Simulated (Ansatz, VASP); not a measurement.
**ZnO: VASP beside Ansatz**

```xyz
4
Lattice="3.2494 0.0000 0.0000 -1.6247 2.8141 0.0000 0.0000 0.0000 5.2038" Properties=species:S:1:pos:R:3 pbc="T T T"
Zn    0.0000    1.8760    0.0000
Zn    1.6247    0.9380    2.6019
O     0.0000    1.8760    1.9884
O     1.6247    0.9380    4.5903
```

Alike in both runs: task single point; functional PBE; k mesh 11 × 11 × 6; occupations fermi-dirac, width 0.02 eV; no spin polarisation.

|  | VASP | Ansatz |
| --- | --- | --- |
| version | VASP 6.6.1 | Ansatz 0.2.0 |
| potentials or method | VASP PAW PBE potentials, release 64 (Zn, O), cutoff 520 eV | all-electron LAPW, scalar-relativistic |

```csv
,VASP,Ansatz,Ansatz less VASP
gap on the k mesh at the Fermi level (eV),0.79,0.82,+0.031
pressure (GPa),6.0,4.8,-1.20
largest component of the traceless stress (GPa),0.17,0.20,+0.028
rms of the force components (eV/Å),0.019,0.018,-0.0005
```

Atom by atom the forces differ by 0.000 eV/Å (rms over components). Ansatz ran all-electron here, so the differences hold the error of VASP's frozen core and of both bases.

A hybrid or GW would open this gap; PBE tends to underestimate it.
